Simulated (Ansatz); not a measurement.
**Effect of isotropic strain +4.94 % on LiI**

Base system: LiI in the rock salt structure (space group Fm-3m, No. 225; a = 6.0182 Å).

Modification: the cell is scaled by 1.0494 in all directions; the atoms relax in the strained cell.

Computed with r2SCAN (Ansatz, an electronic-structure program, PAW, scalar-relativistic without spin-orbit coupling). k-mesh 10×10×10 (Γ-centred); smearing 0.05 eV (Fermi–Dirac).

* **Volume per atom**: 31.49 Å³ (base 27.25 Å³)
* **Shortest interatomic distance**: 3.158 Å (base 3.009 Å)
* **Energy relative to the base (free energy F)**: +33 meV/atom
* **Pressure**: -21.8 kbar (base 0.1 kbar)
* **Band gap**: 4.57 eV (base 5.00 eV)
* **Gap character**: direct at Γ (base indirect, K–Γ (79 % along) → X)
* **Width of the top valence band**: 0.99 eV (base 1.28 eV)
* **Electron mass**: 0.31 mₑ (at Γ) (base 0.81 mₑ along k, 0.46 mₑ across (at X))
* **Valley order (the lowest conduction-band minima on the path, energy above the VBM, named in the base's zone)**: Γ 4.57 eV; X along ⟨100⟩ 4.97 eV; L along ⟨111⟩ 5.28 eV (base X along ⟨100⟩ 5.00 eV; Γ 5.13 eV; L along ⟨111⟩ 5.29 eV)

Final structure:

```xyz
2
Lattice="0.0000 3.1577 3.1577 3.1577 0.0000 3.1577 3.1577 3.1577 0.0000" Properties=species:S:1:pos:R:3 pbc="T T T"
I      0.0000     0.0000     0.0000
Li     3.1577     3.1577     3.1577
```

Cost of the whole job for the changed cell (relaxation, final SCF and bands): very roughly 26 core-seconds.

Spin-orbit coupling, missing from the scalar runs, can matter with I. Effective masses come from finite differences of ±0.01 Å⁻¹. Along k means along the line from Γ to the band edge. Whether these cells are dynamically stable was not tested.
